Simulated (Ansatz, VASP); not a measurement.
# Ir in VASP and in Ansatz

```
Ir
1.0
     9.00000    0.00000    0.00000
     0.00000    9.30000    0.00000
     0.00000    0.00000    2.25159
Ir
1
Direct
  0.50000 0.50000 0.00000
```

Alike in both runs: functional PBEsol; k mesh 1 × 1 × 26; occupations gaussian, width 0.05 eV; collinear spin.

Ansatz relaxed the structure, and its values are those at the end. VASP's run is a single point on that final structure, the one shown.

|  | VASP | Ansatz |
| --- | --- | --- |
| version | VASP 6.6.1 | Ansatz 0.2.0 |
| potentials or method | VASP PAW PBE potentials, release 64 (Ir) | scalar-relativistic, plane waves, PAW |
| plane-wave cutoff (eV) | 520 | 420 |
| valence electrons in the cell | 9 | 17 |

```tsv
	VASP	Ansatz	Ansatz less VASP
gap on the k mesh at the Fermi level (eV)	none	none	-
net moment per atom (μB)	0.54	0.54	-0.001
size of the moment on the site where the two differ most (μB)	0.51	0.39	-0.117
```

Site moments also hang on the region over which each program counts them. A gap of «none» marks a metal or a gap that the smearing closes. The two sets of potentials don't hold the same shells in valence. Ansatz warned: «xc_potential_rough_in_thin_density».

 Spin-orbit coupling is left out, which matters for the levels of Ir.
